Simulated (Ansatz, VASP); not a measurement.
# Two plane-wave programs on SiO2

File INCAR:

```
SYSTEM = SiO2
PREC = Accurate ; ENCUT = 520
EDIFF = 1E-7 ; ISMEAR = 0
SIGMA = 0.02 ; LREAL = .False.
LASPH = .True. ; NELM = 100
ALGO = Normal ; ISIF = 2
LWAVE = .False. ; LCHARG = .False.
GGA = PE ; NBANDS = 25
```

File KPOINTS:

```
regular mesh
0
Gamma
  8 8 8
  0 0 0
```

POSCAR

```
SiO2
1.0
   -2.3740500000      2.3740500000      3.7440000000
    2.3740500000     -2.3740500000      3.7440000000
    2.3740500000      2.3740500000     -3.7440000000
Si O
2 4
Direct
    0.0000000000      0.0000000000      0.0000000000
    0.7500000000      0.2500000000      0.5000000000
    0.9983800000      0.6250000000      0.8733800000
    0.3750000000      0.2483800000      0.3733800000
    0.7516200000      0.1250000000      0.1266200000
    0.8750000000      0.0016200000      0.6266200000
```

Input for Ansatz:

```yaml
crystal:
  lattice:
    - [-2.37405, 2.37405, 3.744]
    - [2.37405, -2.37405, 3.744]
    - [2.37405, 2.37405, -3.744]
  atoms:
    - { symbol: Si, position: [0.0, 0.0, 0.0] }
    - { symbol: Si, position: [0.75, 0.25, 0.5] }
    - { symbol: O, position: [0.99838, 0.625, 0.87338] }
    - { symbol: O, position: [0.375, 0.24838, 0.37338] }
    - { symbol: O, position: [0.75162, 0.125, 0.12662] }
    - { symbol: O, position: [0.875, 0.00162, 0.62662] }
basis:
  ecutwfc: 420
kpoints:
  mp_grid: { grid: [8, 8, 8] }
hamiltonian:
  xc: pbe
scf:
  occupations: { method: gaussian, width: 0.02 }
output:
  forces: true
  stress: true
  eigenvalues: true
  populations: true
```

Alike in both runs: task single point; functional PBE; k mesh 8 × 8 × 8; occupations gaussian, width 0.02 eV; no spin polarisation.

|  | VASP | Ansatz |
| --- | --- | --- |
| version | VASP 6.6.1 | Ansatz 0.2.0 |
| potentials or method | VASP PAW PBE potentials, release 64 (Si, O) | scalar-relativistic, plane waves, PAW |
| plane-wave cutoff (eV) | 520 | 420 |
| valence electrons in the cell | 32 | 32 |

```csv
,VASP,Ansatz,Ansatz less VASP
gap on the k mesh at the Fermi level (eV),6.04,6.04,+0.002
least direct gap on the mesh (eV),6.04,6.04,+0.002
pressure (GPa),3.7,3.5,-0.16
largest component of the traceless stress (GPa),1.25,1.31,+0.056
rms of the force components (eV/Å),0.063,0.062,-0.0010
```

Atom by atom the forces differ by 0.001 eV/Å (rms over components).

A k mesh can miss the band edges.
